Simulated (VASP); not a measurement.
# WS2 (R3m) in VASP: further runs, part 2 of 2

VASP 6.6.1.

## (4) Single point, r2SCAN

INCAR

```
  ADDGRID = F
  ALGO = Normal
  EDIFF = 1E-6
  ENCUT = 400
  ISIF = 2
  ISMEAR = 0
  LASPH = T
  LCHARG = F
  LMIXTAU = T
  LREAL = Auto
  LWAVE = F
  METAGGA = R2SCAN
  NELM = 100
  PREC = Accurate
  SIGMA = 0.05
```

KPOINTS

```
k-points
0
Gamma
  5 5 5
```

POSCAR

```
WS2
1.0
    1.5790000000      0.9116360751      6.1633333333
   -1.5790000000      0.9116360751      6.1633333333
    0.0000000000     -1.8232721501      6.1633333333
W S
1 2
Direct
    0.0000000000      0.0000000000      0.0000000000
    0.5810000000      0.5810000000      0.5810000000
    0.7503000000      0.7503000000      0.7503000000
```

Potentials or basis: VASP PAW PBE potentials, release 64 (W_sv, S).

Run with:

```bash
cat potpaw_PBE.64/W_sv/POTCAR potpaw_PBE.64/S/POTCAR > POTCAR
mpirun -np 1 vasp_std > vasp.out
```

OUTCAR:

```text
EDIFF = 1E-6
   ENCUT = 400
   ISIF = 2
   ISMEAR = 0
   LASPH = T
   LREAL = Auto
   METAGGA = R2SCAN
   NELM = 100
   PREC = Accurate

 Found     19 irreducible k-points:

 Following reciprocal coordinates:
            Coordinates               Weight
  0.000000  0.000000  0.000000      1.000000
  0.200000 -0.000000  0.000000      6.000000
  0.400000  0.000000 -0.000000      6.000000
  0.200000  0.200000  0.000000      6.000000
  0.400000  0.200000  0.000000     12.000000
 -0.400000  0.200000  0.000000     12.000000
   k-points           NKPTS =     19   k-points in BZ     NKDIM =     19   number of bands    NBANDS=     17
   number of dos      NEDOS =    301   number of ions     NIONS =      3
   total plane-waves  NPLWV =  74088
   dimension x,y,z NGX =    42 NGY =   42 NGZ =   42
   dimension x,y,z NGXF=    84 NGYF=   84 NGZF=   84
   ions per type =               1   2
   NGX,Y,Z   is equivalent  to a cutoff of  10.86, 10.86, 10.86 a.u.
   NGXF,Y,Z  is equivalent  to a cutoff of  21.73, 21.73, 21.73 a.u.
 SYSTEM =  unknown system
   PREC   = accura    normal or accurate (medium, high low for compatibility)
   ISTART =      0    job   : 0-new  1-cont  2-samecut
   ICHARG =      2    charge: 1-file 2-atom 10-const
   ISPIN  =      1    spin polarized calculation?
   LNONCOLLINEAR =      F non collinear calculations
   LSORBIT =      F    spin-orbit coupling
   LASPH  =      T    aspherical Exc in radial PAW
   ENCUT  =  400.0 eV  29.40 Ry    5.42 a.u.  10.48 10.48 10.48*2*pi/ulx,y,z
   NELM   =    100;   NELMIN=  2; NELMDL= -5     # of ELM steps
   EDIFF  = 0.1E-05   stopping-criterion for ELM
   LREAL  =      T    real-space projection
   EDIFFG = 0.1E-04   stopping-criterion for IOM
   NSW    =      0    number of steps for IOM
   IBRION =     -1    ionic relax: 0-MD 1-quasi-New 2-CG
   NFREE  =      0    steps in history (QN), initial steepest desc. (CG)
   ISIF   =      2    stress and relaxation
   ISYM   =      2    0-nonsym 1-usesym 2-fastsym
   POTIM  = 0.5000    time-step for ionic-motion
   TEBEG  =    0.0;   TEEND  =   0.0 temperature during run
   PSTRESS=    0.0 pullay stress
   NELECT =      26.0000    total number of electrons
   NUPDOWN=      -1.0000    fix difference up-down
   EMIN   =  10.00;   EMAX   =-10.00  energy-range for DOS
   EFERMI =   0.00;   METHOD = LEGACY
   ISMEAR =     0;   SIGMA  =   0.05  broadening in eV -4-tet -1-fermi 0-gaus
   EFERMI_NEDOS =   21; number of points for ismear=-14 and -15
   IALGO  =     38    algorithm
   IMIX   =      4    mixing-type and parameters
     AMIX     =   0.40;   BMIX     =  1.00
     AMIX_MAG =   1.60;   BMIX_MAG =  1.00
  volume/ion in A,a.u.               =      17.74       119.74
  Fermi-wavevector in a.u.,A,eV,Ry     =   1.289266  2.436359 22.615687  1.662206
  Thomas-Fermi vector in A             =   2.421169
   LORBIT       =      0    0 simple, 1 ext, 2 COOP (PROOUT), +10 PAW based schemes
   METAGGA = R2SCAN    functional components
   LHFCALC =     F    Hartree Fock is set to
   AEXX    =    0.0000 exact exchange contribution
   IVDW    =     0    specifies the selected vdW correction
   LEPSILON=     F    determine dielectric tensor
   LRPA    =     F    only Hartree local field effects (RPA)
 non-spin polarized calculation
 Gauss-broadening in eV      SIGMA  =   0.05
  energy-cutoff  :      400.00
  volume of cell :       53.23
 maximum number of plane-waves:       974
 NGX is ok and might be reduce to    42
   NGX = 21   NGY = 21   NGZ = 21

 number of electron      26.0000002 magnetization

 Free energy of the ion-electron system (eV)
  ---------------------------------------------------
  ext. energy  EPLUGINS =         0.00000000
  ---------------------------------------------------
  free energy    TOTEN  =       -70.04856022 eV

  energy without entropy =      -70.04856022  energy(sigma->0) =      -70.04856022

 E-fermi :   7.7015     XC(G=0): -11.6650

 val. band max:        7.3224897424   @ k =   0.4000   0.4000   0.4000
 cond. band min:       8.5619250366   @ k =  -0.2000   0.2000   0.0000
 fundamental gap:      1.2394352942
 Fermi energy:         7.7015269662

 k-point     1 :       0.0000    0.0000    0.0000
  band No.  band energies     occupation
      1     -69.2533      2.00000
      2     -32.8616      2.00000
      3     -32.6799      2.00000
      4     -32.6799      2.00000
      5      -9.0330      2.00000
      6      -6.9641      2.00000
[... 9 lines left out ...]
     16      10.0424      0.00000
     17      10.0424      0.00000

 k-point     2 :       0.2000   -0.0000    0.0000
  band No.  band energies     occupation
      1     -69.2459      2.00000
      2     -32.8363      2.00000
      3     -32.8157      2.00000
      4     -32.7114      2.00000
      5      -8.3593      2.00000
      6      -6.7730      2.00000
[... 9 lines left out ...]
     16      10.1588      0.00000
     17      10.6738      0.00000

 k-point     3 :       0.4000    0.0000   -0.0000
  band No.  band energies     occupation
      1     -69.2340      2.00000
      2     -33.0293      2.00000
      3     -32.7950      2.00000
      4     -32.7620      2.00000
      5      -6.9922      2.00000
      6      -6.4016      2.00000
[... 9 lines left out ...]
     16      11.2060      0.00000
     17      11.3844      0.00000

 k-point     4 :       0.2000    0.2000    0.0000
  band No.  band energies     occupation
      1     -69.2459      2.00000
      2     -32.8363      2.00000
      3     -32.8157      2.00000
      4     -32.7114      2.00000
      5      -8.3355      2.00000
      6      -6.8161      2.00000
[... 9 lines left out ...]
     16      10.1694      0.00000
     17      10.7829      0.00000

 k-point     5 :       0.4000    0.2000    0.0000
  band No.  band energies     occupation
      1     -69.2363      2.00000
      2     -32.9548      2.00000
      3     -32.8029      2.00000
      4     -32.7879      2.00000
      5      -7.2677      2.00000
      6      -6.5182      2.00000
[... 9 lines left out ...]
     16      10.3956      0.00000
     17      11.9219      0.00000

 k-point     6 :      -0.4000    0.2000    0.0000
  band No.  band energies     occupation
      1     -69.2303      2.00000
      2     -33.0207      2.00000
      3     -32.8537      2.00000
      4     -32.7822      2.00000
      5      -6.4747      2.00000
      6      -6.2382      2.00000
[... 9 lines left out ...]
     16      10.5826      0.00000
     17      12.2163      0.00000

 [... further k-points ...]
[... 5 lines left out ...]
  --------------------------------------------------------------------------------------
  -------------------------------------------------------------------------------------
  Total        1.0497521      1.0497521      0.6480914      0.0000000      0.0000000      0.0000000
  in kB       31.5956130     31.5956130     19.5063628      0.0000000      0.0000000      0.0000000
  external PRESSURE =      27.5658630 kB  Pullay stress =       0.0000000 kB

 VOLUME and BASIS-vectors are now :
 -----------------------------------------------------------------------------
  energy-cutoff  :      400.00
  volume of cell :       53.23
      direct lattice vectors                 reciprocal lattice vectors
     1.579000000  0.911636075  6.163333333     0.316656111  0.182821491  0.054083288
    -1.579000000  0.911636075  6.163333333    -0.316656111  0.182821491  0.054083288
     0.000000000 -1.823272150  6.163333333     0.000000000 -0.365642982  0.054083288

 POSITION                                       TOTAL-FORCE (eV/Angst)
 -----------------------------------------------------------------------------------
      0.00000      0.00000      0.00000         0.000000     -0.000000     -0.617989
      0.00000      0.00000     10.74269         0.000000      0.000000      0.341514
      0.00000      0.00000     13.87305         0.000000      0.000000      0.276475
 -----------------------------------------------------------------------------------
    total drift:                                0.000000     -0.000000      0.000736

  FREE ENERGIE OF THE ION-ELECTRON SYSTEM (eV)
  ---------------------------------------------------
  free  energy   TOTEN  =       -70.0485602247 eV

  energy  without entropy=      -70.0485602247  energy(sigma->0) =      -70.04856022
```

OSZICAR:

```text
N       E                     dE             d eps       ncg     rms          rms(c)
DAV:   1     0.124322117115E+03    0.12432E+03   -0.11785E+04   646   0.129E+03
DAV:   2    -0.698922056930E+02   -0.19421E+03   -0.19091E+03   830   0.350E+02
DAV:   3    -0.774389699915E+02   -0.75468E+01   -0.73173E+01   825   0.678E+01
DAV:   4    -0.775357757796E+02   -0.96806E-01   -0.96667E-01   846   0.814E+00
DAV:   5    -0.775373366095E+02   -0.15608E-02   -0.15607E-02   828   0.105E+00    0.289E+01
DAV:   6    -0.720743798964E+02    0.54630E+01   -0.68802E+00   725   0.259E+01    0.111E+01
DAV:   7    -0.694935818136E+02    0.25808E+01   -0.21222E+00   741   0.928E+00    0.424E+00
DAV:   8    -0.700207088892E+02   -0.52713E+00   -0.88187E-01   655   0.675E+00    0.289E+00
DAV:   9    -0.700440953883E+02   -0.23386E-01   -0.90283E-02   662   0.214E+00    0.490E-01
DAV:  10    -0.700431479034E+02    0.94748E-03   -0.28409E-02   659   0.130E+00    0.345E-01
DAV:  11    -0.700478684283E+02   -0.47205E-02   -0.48922E-03   661   0.623E-01    0.989E-02
DAV:  12    -0.700484303547E+02   -0.56193E-03   -0.10855E-03   746   0.289E-01    0.560E-02
DAV:  13    -0.700481685760E+02    0.26178E-03   -0.72878E-04   669   0.230E-01    0.454E-02
DAV:  14    -0.700485478598E+02   -0.37928E-03   -0.43189E-04   649   0.172E-01    0.161E-02
DAV:  15    -0.700485589971E+02   -0.11137E-04   -0.10141E-05   753   0.279E-02    0.327E-03
DAV:  16    -0.700485601735E+02   -0.11764E-05   -0.11331E-06   357   0.101E-02    0.462E-03
DAV:  17    -0.700485602247E+02   -0.51165E-07   -0.39211E-07   326   0.590E-03
   1 F= -.70048560E+02 E0= -.70048560E+02  d E =-.497297E-28
```

stdout:

```text
POSCAR found type information on POSCAR W S
 POSCAR found :  2 types and       3 ions
 scaLAPACK will be used
 -----------------------------------------------------------------------------
|                                                                             |
|                                                                             |
|     You have a (more or less) 'small supercell' and for smaller cells       |
|     it is recommended to use the reciprocal-space projection scheme!        |
|     The real-space optimization is not efficient for small cells and it     |
|     is also less accurate ...                                               |
|     Therefore, set LREAL=.FALSE. in the INCAR file.                         |
|                                                                             |
 -----------------------------------------------------------------------------

 -----------------------------------------------------------------------------
|                                                                             |
|                                                                             |
|     You enforced a specific xc type in the INCAR file but a different       |
|     I HOPE YOU KNOW WHAT YOU ARE DOING!                                     |
|                                                                             |
 -----------------------------------------------------------------------------

 LDA part: xc-table for (None), standard interpolation
 POSCAR, INCAR and KPOINTS ok, starting setup
 FFT: planning ... GRIDC
 FFT: planning ... GRID_SOFT
 FFT: planning ... GRID
 WAVECAR not read
 entering main loop
```

It took 2.9 min on 1 thread of Intel Xeon Platinum 8488C (Sapphire Rapids), shared host; peak memory 0.26 GiB.

The run converged, but some of its settings lie outside the range that counts as converged, so its numbers aren't taken as properties of the crystal.

Results:

```yaml
Free_energy: -70.0486 eV
Pressure: 2.8 GPa
Largest_force: 0.618 eV/Å
Band_gap_on_the_k_mesh: 1.24 eV, indirect (least direct gap 2.48 eV)
```

Caveat: the k mesh is coarse (spacing up to 0.46 Å⁻¹), so the values aren't converged; the PAW data sets were made with another functional, which shifts forces and pressure a little; spin-orbit coupling is left out, which moves the levels of the heavy elements; an odd mesh through Γ misses points on the zone boundary, where band edges often lie.

## (5) Single point, r2SCAN

Changes to INCAR since step 4:

```diff
@@ -2,3 +2,3 @@
   ALGO = Normal
-  EDIFF = 1E-6
+  EDIFF = 0.01
   ENCUT = 400
@@ -9,3 +9,3 @@
   LMIXTAU = T
-  LREAL = Auto
+  LREAL = F
   LWAVE = F
```

KPOINTS is that of step 4.

POSCAR is that of step 4.

Potentials or basis: VASP PAW PBE potentials, release 64 (W_sv, S).

Run with:

```bash
cat potpaw_PBE.64/W_sv/POTCAR potpaw_PBE.64/S/POTCAR > POTCAR
mpirun -np 1 vasp_std > vasp.out
```

OUTCAR:

```text
EDIFF = 0.01
   ENCUT = 400
   ISIF = 2
   ISMEAR = 0
   LASPH = T
   LREAL = F
   METAGGA = R2SCAN
   NELM = 100
   PREC = Accurate

 Found     19 irreducible k-points:

 Following reciprocal coordinates:
            Coordinates               Weight
  0.000000  0.000000  0.000000      1.000000
  0.200000 -0.000000  0.000000      6.000000
  0.400000  0.000000 -0.000000      6.000000
  0.200000  0.200000  0.000000      6.000000
  0.400000  0.200000  0.000000     12.000000
 -0.400000  0.200000  0.000000     12.000000
   k-points           NKPTS =     19   k-points in BZ     NKDIM =     19   number of bands    NBANDS=     17
   number of dos      NEDOS =    301   number of ions     NIONS =      3
   total plane-waves  NPLWV =  74088
   dimension x,y,z NGX =    42 NGY =   42 NGZ =   42
   dimension x,y,z NGXF=    84 NGYF=   84 NGZF=   84
   ions per type =               1   2
   NGX,Y,Z   is equivalent  to a cutoff of  10.86, 10.86, 10.86 a.u.
   NGXF,Y,Z  is equivalent  to a cutoff of  21.73, 21.73, 21.73 a.u.
 SYSTEM =  unknown system
   PREC   = accura    normal or accurate (medium, high low for compatibility)
   ISTART =      0    job   : 0-new  1-cont  2-samecut
[... 51 lines left out ...]
  ext. energy  EPLUGINS =         0.00000000
  ---------------------------------------------------
  free energy    TOTEN  =       -70.04180551 eV

  energy without entropy =      -70.04180551  energy(sigma->0) =      -70.04180551

 E-fermi :   7.7018     XC(G=0): -11.6438

 val. band max:        7.3247503555   @ k =   0.4000   0.4000   0.4000
 cond. band min:       8.5603692018   @ k =  -0.2000   0.2000   0.0000
 fundamental gap:      1.2356188463
 Fermi energy:         7.7018231833

 k-point     1 :       0.0000    0.0000    0.0000
  band No.  band energies     occupation
      1     -69.2390      2.00000
      2     -32.8457      2.00000
      3     -32.6693      2.00000
      4     -32.6693      2.00000
      5      -9.0155      2.00000
      6      -6.9530      2.00000
[... 97 lines left out ...]
      4     -32.7665      2.00000
      5      -6.4672      2.00000
      6      -6.2335      2.00000
[... 9 lines left out ...]
     16      10.5763      0.00000
     17      12.2158      0.00000

 [... further k-points ...]
[... 5 lines left out ...]
  --------------------------------------------------------------------------------------
  -------------------------------------------------------------------------------------
  Total        1.0969243      1.0969243      0.8889263      0.0000000      0.0000000      0.0000000
  in kB       33.0154102     33.0154102     26.7550532      0.0000000      0.0000000      0.0000000
  external PRESSURE =      30.9286245 kB  Pullay stress =       0.0000000 kB

 VOLUME and BASIS-vectors are now :
 -----------------------------------------------------------------------------
  energy-cutoff  :      400.00
  volume of cell :       53.23
      direct lattice vectors                 reciprocal lattice vectors
     1.579000000  0.911636075  6.163333333     0.316656111  0.182821491  0.054083288
    -1.579000000  0.911636075  6.163333333    -0.316656111  0.182821491  0.054083288
     0.000000000 -1.823272150  6.163333333     0.000000000 -0.365642982  0.054083288

 POSITION                                       TOTAL-FORCE (eV/Angst)
 -----------------------------------------------------------------------------------
      0.00000      0.00000      0.00000         0.000000     -0.000000     -0.617864
      0.00000      0.00000     10.74269         0.000000      0.000000      0.354524
      0.00000      0.00000     13.87305         0.000000      0.000000      0.263340
 -----------------------------------------------------------------------------------
    total drift:                                0.000000     -0.000000     -0.000837

  FREE ENERGIE OF THE ION-ELECTRON SYSTEM (eV)
  ---------------------------------------------------
  free  energy   TOTEN  =       -70.0418055144 eV

  energy  without entropy=      -70.0418055144  energy(sigma->0) =      -70.04180551
```

OSZICAR:

```text
N       E                     dE             d eps       ncg     rms          rms(c)
DAV:   1     0.124323122946E+03    0.12432E+03   -0.11785E+04   646   0.129E+03
DAV:   2    -0.698909272824E+02   -0.19421E+03   -0.19091E+03   830   0.350E+02
DAV:   3    -0.774376335651E+02   -0.75467E+01   -0.73173E+01   825   0.678E+01
DAV:   4    -0.775344383710E+02   -0.96805E-01   -0.96666E-01   846   0.814E+00
DAV:   5    -0.775358720617E+02   -0.14337E-02   -0.14331E-02   740   0.105E+00    0.289E+01
DAV:   6    -0.720728374426E+02    0.54630E+01   -0.68783E+00   725   0.259E+01    0.111E+01
DAV:   7    -0.694908718395E+02    0.25820E+01   -0.21231E+00   741   0.926E+00    0.423E+00
DAV:   8    -0.700194682650E+02   -0.52860E+00   -0.88174E-01   655   0.675E+00    0.289E+00
DAV:   9    -0.700427893304E+02   -0.23321E-01   -0.90041E-02   660   0.214E+00    0.489E-01
DAV:  10    -0.700418055144E+02    0.98382E-03   -0.28234E-02   629   0.130E+00
   1 F= -.70041806E+02 E0= -.70041806E+02  d E =-.900822E-28
```

stdout:

```text
POSCAR found type information on POSCAR W S
 POSCAR found :  2 types and       3 ions
 scaLAPACK will be used
 -----------------------------------------------------------------------------
|                                                                             |
|                                                                             |
|     You enforced a specific xc type in the INCAR file but a different       |
|     I HOPE YOU KNOW WHAT YOU ARE DOING!                                     |
|                                                                             |
 -----------------------------------------------------------------------------

 LDA part: xc-table for (None), standard interpolation
 POSCAR, INCAR and KPOINTS ok, starting setup
 FFT: planning ... GRIDC
 FFT: planning ... GRID_SOFT
 FFT: planning ... GRID
 WAVECAR not read
 entering main loop
```

Wall time 95 s (1 thread of Intel Xeon Platinum 8488C (Sapphire Rapids), shared host); peak memory 0.27 GiB.

The run converged, but some of its settings lie outside the range that counts as converged, so its numbers aren't taken as properties of the crystal.

Results:

```yaml
Free_energy: -70.0418 eV
Pressure: 3.1 GPa
Largest_force: 0.618 eV/Å
Band_gap_on_the_k_mesh: 1.24 eV, indirect (least direct gap 2.47 eV)
```

Caveat: the k mesh is coarse (spacing up to 0.46 Å⁻¹), so the values aren't converged; the PAW data sets were made with another functional, which shifts forces and pressure a little; spin-orbit coupling is left out, which moves the levels of the heavy elements; an odd mesh through Γ misses points on the zone boundary, where band edges often lie.

## (6) Single point, r2SCAN

Changes to INCAR since step 5:

```diff
@@ -2,3 +2,3 @@
   ALGO = Normal
-  EDIFF = 0.01
+  EDIFF = 0.001
   ENCUT = 400
```

KPOINTS is that of step 5.

POSCAR is that of step 5.

Potentials or basis: VASP PAW PBE potentials, release 64 (W_sv, S).

Run with:

```bash
cat potpaw_PBE.64/W_sv/POTCAR potpaw_PBE.64/S/POTCAR > POTCAR
mpirun -np 1 vasp_std > vasp.out
```

It took 87 s on 1 thread of Intel Xeon Platinum 8488C (Sapphire Rapids), shared host; peak memory 0.27 GiB.

The run converged, but some of its settings lie outside the range that counts as converged, so its numbers aren't taken as properties of the crystal.

What came out:

```yaml
Free_energy: -70.0471 eV
Pressure: 2.8 GPa
Largest_force: 0.618 eV/Å
Band_gap_on_the_k_mesh: 1.24 eV, indirect (least direct gap 2.47 eV)
```

Caveat: the k mesh is coarse (spacing up to 0.46 Å⁻¹), so the values aren't converged; the PAW data sets were made with another functional, which shifts forces and pressure a little; spin-orbit coupling is left out, which moves the levels of the heavy elements; an odd mesh through Γ misses points on the zone boundary, where band edges often lie.
